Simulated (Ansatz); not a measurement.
# HfC (Imm2) in Ansatz: reference runs

Aim: a first look at HfC with PBE, on the cell as given.

All numbers are computed with Ansatz 0.2.0; they aren't measurements. Logs are shortened: lines on timing, memory, paths and dates and some standing lists are left out, and cuts for length are marked.

## Step 1: The cell of the first run

The structure is orthorhombic, space group Imm2 (No. 44). Conventional cell: a = 2.793 Å, b = 4.994 Å, c = 3.695 Å, α = 90.00°, β = 90.00°, γ = 90.00°. Hf (site symmetry mm2) is surrounded by 2 C at 1.80 Å. Around C (site symmetry mm2) lie 2 Hf at 1.80 Å.

The cell was built by a generator and needn't be a form met in nature.

## Step 2: Single point, PBE

The input, input.yaml:

```yaml
crystal:
  lattice:
    - [-1.39667323, 2.49718051, 1.84733673]
    - [1.39667323, -2.49718051, 1.84733673]
    - [1.39667323, 2.49718051, -1.84733673]
  atoms:
    - { symbol: Hf, position: [0.98471183, 0.98471183, 0.0] }
    - { symbol: C, position: [0.67945483, 0.17945483, 0.5] }
hamiltonian:
  xc: pbe
  pseudopotentials: { kind: paw }
kpoints:
  mp_grid: { grid: [12, 12, 12] }
scf:
  occupations: { method: fermi_dirac, width: 0.05 }
output:
  forces: true
  stress: true
  eigenvalues: true
```

Potentials or basis: Ansatz PAW.

Command:

```
$ ansatz run input.yaml --threads 2 --pin off --max-ram 5632MiB --backend cpu --events-out ev --progress --plain --runs-dir out
```

What it wrote:

```text
Warning: RAYON_NUM_THREADS=2 ignored (pool sized by the plan → 2); use --threads N
Engine: ansatz 0.2.0, aarch64-unknown-linux-gnu
Pseudopotentials: kind: paw
Pseudopotential: Hf, paw, valence charge 26, recommended cutoff 420 eV (normal), Hf.paw.azcp
Pseudopotential: C, paw, valence charge 4, recommended cutoff 420 eV (normal), C.paw.azcp
Functional definition: PBE
  parameter kappa = 0.804
  parameter beta = 0.06672455060314922
  exchange = pbe_x(kappa = kappa, mu = beta*pi^2/3)
  correlation = pbe_c(beta = beta)
Crystal: 2 atoms, lattice volume = 25.772 Å³
Basis set: ecut = 420 eV, 515 PW (Γ), exchange–correlation on 48×48×48 points (8 copies of the dense FFT grid, shifted against one another)
Bands: 19, of which v1, the nominal top of the filled ones, is band 15 counted from 1 (14 counted from 0)
Symmetry: 4 space group operations
Space group: Imm2 (ITA 44), of the structure as read, at distance tolerance 3.0e-5 Å
k-points: 280 of 1728 (time reversal used)
Non-local potential: Hf, projectors of the file, l = 0: 3, l = 1: 2, l = 2: 2, l = 3: 3
Non-local potential: C, projectors of the file, l = 0: 2, l = 1: 2, l = 2: 1
PAW form: soft (Blöchl's): semilocal exchange-correlation on the pseudo side does not see the compensation charge
PAW one-centre angular grid: Hf, 590 points (default); XC on 64 Gauss nodes
PAW one-centre angular grid: C, 110 points (default); XC on 64 Gauss nodes
Initial density: superposition of atomic densities (neutral atoms: chi_scale 0, normalization atom), corrected by the library's trained network
Initial wavefunctions: pseudopotential atomic-orbital guess
Functional: x = pbe(κ = 0.804, μ = 0.2195149727645171), c = pbe(β = 0.06672455060314922)
SCF iter   1: F=—  HF=-15969.772556 eV  |F-HF|=—  |Δ(HF+E_count)|=         —  Δρ=1.03e-2  dr2=2.22e-2  ethr=1.77e-3  ⟨swp⟩=5.5  Hψ=22517  notcnv=0
preconditioner: auto → none  [insulator: Δε(μ)=0.450 eV  Ē_g=17.786 eV  σ=0.050 eV  W_gap=0.98  n_scr=10 (ndim 8)  ℏωp=38.7 eV  f_vac=0.000  D(μ)=0.00/eV (n_scr^D=0)  ε∞_Penn≈5.7]
SCF iter   2: F=—  HF=-15969.766917 eV  |F-HF|=—  |Δ(HF+E_count)|=   5.64e-3  Δρ=4.01e-3  dr2=2.56e-3  ethr=7.40e-5  ⟨swp⟩=2.0  Hψ=9791  notcnv=0
SCF iter   3: F=—  HF=-15969.766832 eV  |F-HF|=—  |Δ(HF+E_count)|=   8.48e-5  Δρ=6.59e-4  dr2=3.39e-5  ethr=8.52e-6  ⟨swp⟩=2.2  Hψ=8724  notcnv=0
SCF iter   4: F=—  HF=-15969.766878 eV  |F-HF|=—  |Δ(HF+E_count)|=   4.61e-5  Δρ=1.14e-4  dr2=2.12e-6  ethr=1.13e-7  ⟨swp⟩=2.0  Hψ=9264  notcnv=0
SCF iter   5: F=—  HF=-15969.766879 eV  |F-HF|=—  |Δ(HF+E_count)|=   4.75e-7  Δρ=3.47e-5  dr2=1.79e-7  ethr=7.05e-9  ⟨swp⟩=2.0  Hψ=9520  notcnv=0
SCF iter   6: F=-15969.766879 eV  HF=-15969.766879 eV  |F-HF|=2.01e-8  |Δ(HF+E_count)|=   3.98e-8  Δρ=9.92e-6  dr2=1.28e-8  ethr=3.33e-10  ⟨swp⟩=5.7  Hψ=25170  notcnv=0
SCF 1 converged in 6 iterations: F = -15969.766879 eV  dr2 = 1.28e-8
SCF converged after 6 iterations
Free energy (F): -15969.766879 eV
Harris-Foulkes:  -15969.766879 eV  (|F-HF|=2.01e-8)
Internal energy: -15969.766771 eV  (E = F + TS)
E sigma→0 (E₀):  -15969.766825 eV
Entropy (-TS):   -0.000108 eV (-0.054 meV/atom)
Fermi energy:    19.821489 eV
--- Per-component energies (eV) ---
  E_band       = 97.074303
  E_kinetic    = 531.906526
  E_local      = -5358.166602  (includes V_loc(G=0)·N_el)
  E_nonlocal   = -1212.166929
  E_hartree    = 2532.178522
  E_xc         = -353.910155
  E_vxc        = -333.287644  (∫ρ·V_xc dr)
  E_paw        = -7032.267353  (= ΣΔE_a)
  E_vpaw       = 1404.425737  (= ΣTr[D̂ρ^β])
  E_aug_tail   = 0.000005  (compensation charges beyond the density's cutoff)
  E_ewald      = -5077.340785
  E_smearing   = -0.000108  (= −TS)
  E_closure    = 0.000000  (closes the sum)
  Σ components = -15969.766879   (vs F -15969.766879, Δ=0.00e0)
--- Forces (eV/Å), atoms counted from 1 ---
  atom   1  Hf     0.00000000     0.00000000    11.48390312
  atom   2  C      0.00000000     0.00000000   -11.48375389
  max |Σ_I F_I| component: 1.49e-4 eV/Å
--- Stress (GPa, compression-positive) ---
      167.096112       0.000000       0.000000
        0.000000     -23.742849       0.000000
        0.000000       0.000000      56.871941
  P = ⅓ Tr σ = 66.7417 GPa (667.417 kbar)
--- Band table (eV; the first three rows and the last of 280) ---
  k-point 0: bands = ["-41.4143", "-10.3132", "-10.0885", "-9.7850", "7.4983", "8.6686", "8.7217", "8.7382", "8.7876", "8.8161", "8.8735", "8.9351", "15.4689", "16.4916", "18.3543", "21.5898", "23.4701", "24.7292", "26.0093"]
  k-point 1: bands = ["-41.4054", "-10.3134", "-10.0932", "-9.9083", "7.6818", "8.6745", "8.7204", "8.7406", "8.7871", "8.8113", "8.8587", "8.9961", "15.6217", "16.5787", "18.1473", "21.4442", "22.6375", "25.0923", "26.2525"]
  k-point 2: bands = ["-41.3812", "-10.3702", "-10.1922", "-10.0889", "8.0926", "8.6893", "8.7187", "8.7485", "8.7826", "8.8017", "8.8235", "9.2492", "15.6658", "16.8901", "18.0145", "21.1444", "21.4574", "24.4721", "26.5631"]
  k-point 279: bands = ["-41.3794", "-10.5741", "-10.5477", "-9.8797", "8.3377", "8.7208", "8.7486", "8.7527", "8.7792", "8.7826", "8.8432", "9.9300", "14.5157", "16.3285", "18.8270", "22.8323", "25.2712", "26.3518", "26.5252"]
```

Wall time 5.2 s (2 threads of Arm Neoverse V2, shared host); peak memory 0.42 GiB.

Results:

* Free energy: -15969.7669 eV
* Pressure: 66.7 GPa
* Largest force: 11.484 eV/Å
* Band gap on the k mesh: 0.38 eV, indirect (least direct gap 0.87 eV)

Forces in eV/Å, atoms in the order of the input:
```
Hf    0.000   0.000  11.484
C     0.000   0.000 -11.484
```

Levels at points of the mesh, in eV from the valence-band top:
```csv
k point,band 11,band 12,band 13,band 14,band 15,band 16,band 17,band 18,band 19
"(0.00, 0.00, 0.00)",-10.78,-10.72,-4.18,-3.16,-1.30,1.94,3.82,5.08,6.36
"(0.00, 0.00, -0.50)",-10.81,-8.20,-5.68,-2.57,-2.41,3.25,4.72,5.01,6.52
"(0.00, -0.50, 0.00)",-10.82,-9.50,-4.05,-1.66,-0.09,2.09,4.10,5.22,5.70
"(0.00, -0.50, -0.50)",-10.78,-9.23,-5.80,-3.96,-1.91,3.03,4.50,5.52,6.73
"(-0.50, -0.50, -0.50)",-10.81,-9.72,-5.14,-3.32,-0.82,3.18,5.62,6.70,6.87
```

Caveat: a pressure of tens of GPa on the cell as given is suspect, and the run, the potentials or the cell itself is likely at fault; the pressure holds a Pulay correction of +0.4 GPa for the finite cutoff; spin-orbit coupling is left out, which moves the levels of the heavy elements; forces of over 1 eV/Å show positions far from the minimum, so gaps and moduli don't describe the material at rest. A k mesh can miss the band edges.
